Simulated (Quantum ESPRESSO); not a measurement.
Wanted: the native input for a Quantum ESPRESSO 7.5 run.

```
Task                : band structure
Functional          : PBE
Potentials or basis : SG15 PBE 1.2
Cutoff              : 1197 eV
Density cutoff      : 4789 eV
k mesh              : 9 × 9 × 9
Occupations         : fermi-dirac, width 0.05 eV
Spin                : no spin polarisation
Mixing beta         : 0.5
Most SCF iterations : 120
SCF threshold       : 6e-10 Ry
```

Crystal: HfO2.

```xyz
3
Lattice="0.0000 2.5575 2.5575 2.5575 0.0000 2.5575 2.5575 2.5575 0.0000" Properties=species:S:1:pos:R:3 pbc="T T T"
Hf    0.0000    0.0000    0.0000
O     3.8363    3.8363    3.8363
O     1.2788    1.2788    1.2788
```

Measurements of this composition are mostly on another form, of space group No. 14.

These files were run (other wordings do the same):

pw.in

```
&CONTROL
  calculation = 'scf'
  prefix = 'pwscf'
  outdir = './tmp'
  pseudo_dir = './pseudo'
  tprnfor = .true.
  tstress = .true.
  disk_io = 'low'
/
&SYSTEM
  ibrav = 0
  nat = 3
  ntyp = 2
  ecutwfc = 88
  nbnd = 27
  occupations = 'smearing'
  smearing = 'fd'
  degauss = 0.00367493
/
&ELECTRONS
  conv_thr = 6d-10
  electron_maxstep = 120
  mixing_beta = 0.5
/
ATOMIC_SPECIES
Hf   178.4900 Hf_ONCV_PBE-1.2.upf
O     15.9990 O_ONCV_PBE-1.2.upf
CELL_PARAMETERS angstrom
   0.0000000000    2.5575000000    2.5575000000
   2.5575000000    0.0000000000    2.5575000000
   2.5575000000    2.5575000000    0.0000000000
ATOMIC_POSITIONS angstrom
Hf     0.0000000000    0.0000000000    0.0000000000
O      3.8362500000    3.8362500000    3.8362500000
O      1.2787500000    1.2787500000    1.2787500000
K_POINTS automatic
9 9 9 0 0 0
```

pp_density.in

```
&INPUTPP
  prefix = 'pwscf'
  outdir = './tmp'
  filplot = 'density.dat'
  plot_num = 0
/
&PLOT
  nfile = 1
  filepp(1) = 'density.dat'
  iflag = 3
  output_format = 6
  fileout = 'density.cube'
/
```

pp_potential.in

```
&INPUTPP
  prefix = 'pwscf'
  outdir = './tmp'
  filplot = 'potential.dat'
  plot_num = 11
/
&PLOT
  nfile = 1
  filepp(1) = 'potential.dat'
  iflag = 3
  output_format = 6
  fileout = 'potential.cube'
/
```

pp_elf.in

```
&INPUTPP
  prefix = 'pwscf'
  outdir = './tmp'
  filplot = 'elf.dat'
  plot_num = 8
/
&PLOT
  nfile = 1
  filepp(1) = 'elf.dat'
  iflag = 3
  output_format = 6
  fileout = 'elf.cube'
/
```

bands.in

```
&CONTROL
  calculation = 'bands'
  prefix = 'pwscf'
  outdir = './tmp'
  pseudo_dir = './pseudo'
  disk_io = 'low'
  verbosity = 'high'
/
&SYSTEM
  ibrav = 0
  nat = 3
  ntyp = 2
  ecutwfc = 88
  nbnd = 27
  occupations = 'smearing'
  smearing = 'fd'
  degauss = 0.00367493
/
&ELECTRONS
  conv_thr = 1d-08
  electron_maxstep = 120
  mixing_beta = 0.5
  diago_full_acc = .true.
  startingwfc = 'random'
/
ATOMIC_SPECIES
Hf   178.4900 Hf_ONCV_PBE-1.2.upf
O     15.9990 O_ONCV_PBE-1.2.upf
CELL_PARAMETERS angstrom
   0.0000000000    2.5575000000    2.5575000000
   2.5575000000    0.0000000000    2.5575000000
   2.5575000000    2.5575000000    0.0000000000
ATOMIC_POSITIONS angstrom
Hf     0.0000000000    0.0000000000    0.0000000000
O      3.8362500000    3.8362500000    3.8362500000
O      1.2787500000    1.2787500000    1.2787500000
K_POINTS crystal
60
 0.0000000000  0.0000000000  0.0000000000 1
 0.0625000000  0.0000000000  0.0625000000 1
 0.1250000000  0.0000000000  0.1250000000 1
 0.1875000000  0.0000000000  0.1875000000 1
 0.2500000000  0.0000000000  0.2500000000 1
 0.3125000000  0.0000000000  0.3125000000 1
 0.3750000000  0.0000000000  0.3750000000 1
 0.4375000000  0.0000000000  0.4375000000 1
 0.5000000000  0.0000000000  0.5000000000 1
 0.5000000000  0.0625000000  0.5625000000 1
 0.5000000000  0.1250000000  0.6250000000 1
 0.5000000000  0.1875000000  0.6875000000 1
 0.5000000000  0.2500000000  0.7500000000 1
 0.4375000000  0.3125000000  0.7500000000 1
 0.3750000000  0.3750000000  0.7500000000 1
 0.3375000000  0.3375000000  0.6750000000 1
 0.3000000000  0.3000000000  0.6000000000 1
 0.2625000000  0.2625000000  0.5250000000 1
 0.2250000000  0.2250000000  0.4500000000 1
 0.1875000000  0.1875000000  0.3750000000 1
 0.1500000000  0.1500000000  0.3000000000 1
 0.1125000000  0.1125000000  0.2250000000 1
 0.0750000000  0.0750000000  0.1500000000 1
 0.0375000000  0.0375000000  0.0750000000 1
 0.0000000000  0.0000000000  0.0000000000 1
 0.0625000000  0.0625000000  0.0625000000 1
 0.1250000000  0.1250000000  0.1250000000 1
 0.1875000000  0.1875000000  0.1875000000 1
 0.2500000000  0.2500000000  0.2500000000 1
 0.3125000000  0.3125000000  0.3125000000 1
 0.3750000000  0.3750000000  0.3750000000 1
 0.4375000000  0.4375000000  0.4375000000 1
 0.5000000000  0.5000000000  0.5000000000 1
 0.5250000000  0.4500000000  0.5250000000 1
 0.5500000000  0.4000000000  0.5500000000 1
 0.5750000000  0.3500000000  0.5750000000 1
 0.6000000000  0.3000000000  0.6000000000 1
 0.6250000000  0.2500000000  0.6250000000 1
 0.5833333333  0.2500000000  0.6666666667 1
 0.5416666667  0.2500000000  0.7083333333 1
 0.5000000000  0.2500000000  0.7500000000 1
 0.5000000000  0.2857142857  0.7142857143 1
 0.5000000000  0.3214285714  0.6785714286 1
 0.5000000000  0.3571428571  0.6428571429 1
 0.5000000000  0.3928571429  0.6071428571 1
 0.5000000000  0.4285714286  0.5714285714 1
 0.5000000000  0.4642857143  0.5357142857 1
 0.5000000000  0.5000000000  0.5000000000 1
 0.4821428571  0.4821428571  0.5357142857 1
 0.4642857143  0.4642857143  0.5714285714 1
 0.4464285714  0.4464285714  0.6071428571 1
 0.4285714286  0.4285714286  0.6428571429 1
 0.4107142857  0.4107142857  0.6785714286 1
 0.3928571429  0.3928571429  0.7142857143 1
 0.3750000000  0.3750000000  0.7500000000 1
 0.6250000000  0.2500000000  0.6250000000 1
 0.5937500000  0.1875000000  0.5937500000 1
 0.5625000000  0.1250000000  0.5625000000 1
 0.5312500000  0.0625000000  0.5312500000 1
 0.5000000000  0.0000000000  0.5000000000 1
```

Potentials or basis: SG15 PBE 1.2.

Launch:

```sh
$ OMP_NUM_THREADS=1 pw.x -in pw.in > pw.out
$ OMP_NUM_THREADS=1 pp.x -in pp_density.in > pp_density.out
$ OMP_NUM_THREADS=1 pp.x -in pp_potential.in > pp_potential.out
$ OMP_NUM_THREADS=1 pp.x -in pp_elf.in > pp_elf.out
$ OMP_NUM_THREADS=1 pw.x -in bands.in > bands.out
```

It gave:

```json
{
 "Pressure": "-3.1 GPa",
 "Band gap on the k mesh": "3.79 eV, indirect (least direct gap 3.90 eV)",
 "Band gap along the path": "3.68 eV, direct"
}
```

Caveat: spin-orbit coupling is left out, which moves the levels of the heavy elements; the mesh misses the band edges, which the band path finds closer together.

Wall time 2.8 min on 1 thread of Arm Neoverse V1, on a shared host, peak memory 0.11 GiB.
